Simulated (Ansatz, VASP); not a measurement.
# Si3Ge in VASP and in Ansatz

```
CELL_PARAMETERS angstrom
3.88810 0.00000 0.00000
0.00000 3.88810 0.00000
0.00000 0.00000 5.48368
ATOMIC_POSITIONS crystal
Si 0.50000 0.00000 0.75488
Si 0.50000 0.50000 0.00000
Si 0.00000 0.50000 0.24512
Ge 0.00000 0.00000 0.50000
```

Alike in both runs: task single point; functional PBE; k mesh 6 × 6 × 6; occupations fermi-dirac, width 0.02 eV; non-collinear spin, spin-orbit coupling.

```csv
,VASP,Ansatz
version,VASP 6.6.1,Ansatz 0.2.0
potentials or method,"VASP PAW PBE potentials, release 64 (Si, Ge_d)","plane waves, PAW"
plane-wave cutoff (eV),520,420
valence electrons in the cell,26,26
```

```tsv
	VASP	Ansatz	Ansatz less VASP
pressure (GPa)	1.7	1.8	+0.09
rms of the force components (eV/Å)	0.035	0.036	+0.0003
net moment per atom (μB)	0.00	0.00	0.000
```

Atom by atom the forces differ by 0.000 eV/Å (rms over components).
